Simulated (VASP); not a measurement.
Crystal: SnSe2.

```
Sn Se
1.0
     3.81100    0.00000    0.00000
    -1.90550    3.30042    0.00000
     0.00000    0.00000    6.13600
Sn Se
1 2
Direct
  0.00000 0.00000 0.00000
  0.66667 0.33333 0.75100
  0.33333 0.66667 0.24900
```

* Program: VASP 6.6.1
* Task: single point
* Functional: PBEsol
* Potentials or basis: VASP PAW PBE potentials, release 64 (Sn_d, Se)
* Cutoff: 520 eV
* k mesh: 8 × 8 × 5
* Occupations: fermi-dirac, width 0.05 eV
* Spin: no spin polarisation

On this cell: pressure 2.6 GPa; largest force 0.622 eV/Å; band gap on the k mesh 0.73 eV, indirect (least direct gap 1.00 eV).

The same run follows on a disturbed copy (atoms moved at random, drawn with an rms of 0.05 Å):

```xyz
3
Lattice="3.8110 0.0000 0.0000 -1.9055 3.3004 0.0000 0.0000 0.0000 6.1360" Properties=species:S:1:pos:R:3 pbc="T T T"
Sn   -0.0040   -0.0133   -0.0115
Se    1.8972    1.1299    4.5987
Se   -0.0040    2.2062    1.5534
```

Q: What changes?

A: The energy moves by -3.9 meV/atom; pressure 2.0 GPa; largest force 0.633 eV/Å; band gap on the k mesh 0.67 eV, indirect (least direct gap 0.99 eV).

Forces in eV/Å, atoms in the order of the input:
```
Sn  -0.012  0.204  0.320
Se   0.016 -0.169 -0.610
Se  -0.004 -0.035  0.289
```

Stress tensor (GPa, compression positive):
```
 1.42  0.01 -0.05
 0.01  1.65  0.36
-0.05  0.36  2.84
```

Caveats: the PAW data sets were made with another functional, which shifts forces and pressure a little; spin-orbit coupling is left out, which moves the levels of the heavy elements; an odd mesh through Γ misses points on the zone boundary, where band edges often lie; this functional lacks dispersion, which binds the layers, so the pressure and a relaxed spacing across them are unreliable (some runs).
